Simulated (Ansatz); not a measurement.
**Ionic part of the dielectric constant of Al3GaN4 at 10 GPa, mode by mode**

Method: DFT PBEsol, scalar-relativistic, plane waves, PAW in Ansatz. Cutoff 420 eV, 6×6×6 k-points (Γ-centred), fixed occupations. No spin polarisation. Phonons by linear response, acoustic sum rule imposed.

The structure is cubic, space group P-43m (No. 215). The conventional cell has a = 4.340 Å, b = 4.340 Å, c = 4.340 Å, α = 90.00°, β = 90.00°, γ = 90.00°. Al (site symmetry -42m) is surrounded by 4 N at 1.87 Å. Ga (site symmetry -43m) has 4 N at 1.92 Å as nearest neighbours. N (site symmetry 3m) has 3 Al at 1.87 Å and 1 Ga at 1.92 Å as nearest neighbours.

Other phases may be more stable at this pressure.

The primitive cell has V = 81.74 Å³ and ε∞,xx = 4.822. Each polar mode adds Δε = (4.92064×10⁷/V)·S/ν² along x, with S its oscillator strength in e²/amu, ν in cm⁻¹ and V in Å³.

Question: From these modes, find each Δε and ε0,xx.
```csv
ν (cm⁻¹),S_xx (e²/amu)
243.0,0.00549
540.1,0.1023
648.3,1.313
706.1,1.258
```

Answer:
| ν (cm⁻¹) | Δε |
| --- | --- |
| 243.0 | 0.06 |
| 540.1 | 0.21 |
| 648.3 | 1.88 |
| 706.1 | 1.52 |

The sum is 3.666, so ε0,xx = 8.49; the run's tensor has 8.49.

Question: Where do the longitudinal modes lie for a wave vector along x?

Answer: At 244, 544, 675, 890 cm⁻¹. The Lyddane–Sachs–Teller product Π(ν_LO/ν_TO)² = 1.76 matches ε0/ε∞ = 1.76.

Whether Al3GaN4 exists in this form wasn't checked.

Cost: 1 run of about 2.5 core-minutes, on Intel Xeon Platinum 8488C (Sapphire Rapids) (shared hosts).

The ionic response comes almost entirely from the two highest transverse modes, at 648.3 and 706.1 cm⁻¹. These are probably bond-stretching motions of nitrogen against the cations, in which opposite effective charges move apart and the light anion gives a large oscillator strength. The two have similar strengths, so the lower one contributes more mainly through the inverse-square frequency weighting. That weighting can't rescue the 243.0 cm⁻¹ mode, whose dipole is very small. This suggests mostly cation-against-cation motion, folded in from the zone boundary of the parent zinc-blende lattice and made weakly polar by the difference between Al and Ga.

The longitudinal frequencies don't rank the modes in the same way: the largest upward step leads to 890 cm⁻¹, although the 648.3 cm⁻¹ mode has the larger Δε. The macroscopic field couples the polar vibrations and concentrates much of their combined strength in the highest longitudinal mode, so individual gaps between transverse and longitudinal frequencies aren't a measure of each mode's own polarity.
